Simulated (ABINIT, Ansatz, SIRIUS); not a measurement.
# One calculation of TiAl, 4 ways

```
Ti Al
1.0
     3.17906    0.00000    0.00000
     0.00000    3.17906    0.00000
     0.00000    0.00000    3.17906
Ti Al
1 1
Cartesian
  0.0000 0.0000 0.0000
  1.5895 1.5895 1.5895
```

The cell comes from a database or a generator and needn't be the stable form of this composition.

Alike in all runs: task single point; functional PBEsol; k mesh 8 × 8 × 8; occupations fermi-dirac, width 0.05 eV; no spin polarisation; no spin-orbit coupling. Pressure is positive in compression and, in plane waves, holds the error of the finite cutoff, which Ansatz's Pulay term estimates and takes out.

```csv
program and potentials,plane-wave cutoff (eV),notes,band gap (eV),pressure (GPa)
"Ansatz, Ansatz PAW",420,"potentials made for PBE, which Ansatz adapts in part",?,?
"ABINIT, PseudoDojo NC SR PBEsol v0.4.1 standard",1143,-,no gap,-2.42
"SIRIUS, PseudoDojo 0.4.1 PBEsol standard (scalar relativistic)",1152,-,no gap,-2.42
"Ansatz, all-electron LAPW, scalar-relativistic",-,-,no gap,-2.41
```

**Question.** Estimate from the other rows what the run with Ansatz, Ansatz PAW gave.

**Answer.** No band gap; pressure -2.39 GPa. Its pressure holds a Pulay term of +0.03 GPa. The other rows, which needn't bracket it: pressure -2.42 to -2.41.
